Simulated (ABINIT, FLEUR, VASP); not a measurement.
## One calculation of Gd, 3 ways

```
Gd
1.0
     3.63600    0.00000    0.00000
    -1.81800    3.14887    0.00000
     0.00000    0.00000    5.78260
Gd
2
Direct
  0.66667 0.33333 0.75000
  0.33333 0.66667 0.25000
```

Alike in all runs: task single point; functional PBE; k mesh 8 × 8 × 5; occupations fermi-dirac, width 0.05 eV; collinear spin, ferromagnetic start; no spin-orbit coupling. Pressure is positive in compression and, in plane waves, holds the error of the finite cutoff.

```csv
program and potentials,plane-wave cutoff (eV),notes,pressure (GPa),net moment per atom (μB)
"VASP, PBE PAW files Gd, 520 eV",520,-,0.55,7.62
"FLEUR, all-electron, FLAPW",-,-,-,7.62
"ABINIT, JTH PAW PBE v2.0",544,-,0.64,7.63
```

The pressure spans 0.55 (VASP, PBE PAW files Gd, 520 eV) to 0.64 GPa (ABINIT, JTH PAW PBE v2.0). The net moment per atom spans 7.62 (FLEUR, all-electron, FLAPW) to 7.63 μB (ABINIT, JTH PAW PBE v2.0), with all-electron results at 7.62. The state is the one that the start led to, which needn't be the lowest.

The functional is the same throughout but for its coding, so the spread measures potentials, basis and numerics; runs on potential files found faulty are left out.
